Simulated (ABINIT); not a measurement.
Crystal: BeS.

```
CELL_PARAMETERS angstrom
0.00000 2.42500 2.42500
2.42500 0.00000 2.42500
2.42500 2.42500 0.00000
ATOMIC_POSITIONS crystal
S 0.75000 0.75000 0.75000
Be 0.00000 0.00000 0.00000
```

Base run:

- Program: ABINIT 10.8.3 (patched build)
- Functional: r2SCAN
- Potentials or basis: JTH PAW PBE v2.0
- Cutoff: 653 eV
- k mesh: 9 × 9 × 9
- Occupations: fermi-dirac, width 0.05 eV
- Spin: no spin polarisation

Its results: band gap on the k mesh 3.67 eV, indirect (least direct gap 6.25 eV); pressure 1.1 GPa.

Question: After a change of settings the same cell gave: band gap on the k mesh 3.02 eV, indirect (least direct gap 5.58 eV); pressure -0.9 GPa. Which change was it?
A. functional from r2SCAN to RPBE
B. functional from r2SCAN to BLYP
C. functional from r2SCAN to PBE
D. functional from r2SCAN to PBEsol

Answer: D.

r2SCAN gives the wider gap, since meta-GGAs in the generalised Kohn-Sham scheme recover part of the derivative discontinuity.

Caveats: the PAW data sets were made with another functional, which shifts forces and pressure a little; an odd mesh through Γ misses points on the zone boundary, where band edges often lie.
